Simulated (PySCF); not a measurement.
Unknowns

PySCF 2.14.0 with density-fitted response routines calculation with PBE0/pcSseg-1 with gauge-including orbitals, spin–spin couplings from B3LYP/pcJ-1 and geometry from GFN2-xTB; a single conformation, no solvent, non-relativistic, averaged over atoms made equivalent by symmetry, fast rotation or ring inversion.

Shifts are taken against calculated references (same method and geometry level): TMS for 1H (σref 31.72), 13C (σref 186.93). Multiplet labels drop J under 1 Hz and among equivalent protons, and merge close values. Unscaled 3J(H,H) run several per cent high. Splittings of carbon signals by F and P are missing where no couplings were computed. Where no couplings were computed, multiplicities follow the n + 1 count of equivalent neighbours, and m marks all less simple cases (inequivalent or close neighbours, rings, F or P nearby). Shifts are as computed. Against solution values, carbons near 30 ppm lie about +3 ppm off and those near 130 ppm about +5 ppm. Of 1211 compounds with measured shifts, 218 miss one by over three times the rms of a fit or turn the order of signals round; such compounds aren't used in these exercises. OH and NH positions are gas-phase values without hydrogen bonding to other molecules.

Question: C$_{5}$H$_{9}$FSi. 1H NMR (400 MHz, computed): δ 6.82 (m, 1H), 6.16 (m, 1H), 5.61 (m, 2H), 5.49 (m, 1H), 5.44 (m, 1H), 2.19 (s, 3H). 13C{1H} NMR (computed): δ 151.7, 145.4, 142.4, 125.9, 26.1. What is it?

Answer: `C=C/C=C(/C)[SiH2]F`. The formula gives 2 degrees of unsaturation (no ring in the answer). 5 carbon signals for 5 carbons: no two carbons are equivalent. Carbon types of the structure: 1 × C, 2 × CH, 1 × CH2, 1 × CH3, leaving 2 H on heteroatoms. δC 151.7, 142.4: alkene CH; as expected for a trigonal carbon in a double bond. δC 145.4: fully substituted alkene carbon; an sp2 carbon of a C=C bond. δC 125.9: terminal =CH2 carbon; the olefinic region. δH 6.82, 6.16: hydrogen on an alkene CH; a vinylic proton, deshielded by the sp2 carbon and the C=C anisotropy.

This is the structure that produced the data.

Question: C$_{3}$H$_{4}$N$_{2}$. 1H NMR (300 MHz, computed): δ 9.56 (br s, 1H), 7.73 (d, J = 2.2 Hz, 1H), 7.48 (d, J = 2.9 Hz, 1H), 6.47 (t, J = 2.5 Hz, 1H). 13C{1H} NMR (computed): δ 142.8 (CH), 130.3 (CH), 110.3 (CH). Identify the compound.

Answer: `c1cn[nH]c1`. The formula gives 3 degrees of unsaturation (1 ring in the answer). 3 carbon signals for 3 carbons: no two carbons are equivalent. Carbon types of the structure: 3 × CH, leaving 1 H on heteroatoms. δC 142.8, 130.3: aromatic CH next to a ring nitrogen. δC 110.3: aromatic CH. δH 9.56: hydrogen on a pyrrole-type ring nitrogen; labile proton, position sensitive to the medium. δH 6.47: hydrogen on an aromatic CH; it sits in the deshielding region of the aromatic ring current.

This is the structure that produced the data.

Question: C$_{9}$H$_{16}$. 1H NMR (600 MHz, computed): δ 5.89 (m, 1H), 5.57 (q, 1H), 5.29 (m, 1H), 5.21 (m, 1H), 2.86 (d, 2H), 1.85 (t, 2H), 1.85 (d, 3H), 1.36 (m, 2H), 1.03 (t, 3H). 13C{1H} NMR (computed): δ 146.4 (C), 146.4 (CH), 127.8 (CH), 120.9 (CH2), 43.2 (CH2), 39.8 (CH2), 29.5 (CH2), 17.3 (CH3), 17.0 (CH3). What is it?

Answer: `C(C/C(CC=C)=C/C)C`. Rings plus π bonds: 2 (no ring in the answer). 9 carbon signals for 9 carbons: no two carbons are equivalent. Carbon types of the structure: 1 × C, 2 × CH, 4 × CH2, 2 × CH3, which accounts for all hydrogens. δC 146.4: fully substituted alkene carbon; the olefinic region. δC 146.4, 127.8: alkene CH; as expected for a trigonal carbon in a double bond. δC 120.9: terminal =CH2 carbon; an sp2 carbon of a C=C bond. δC 17.3: methyl carbon; saturated and bonded to C and H only.

The shifts were computed for this structure.
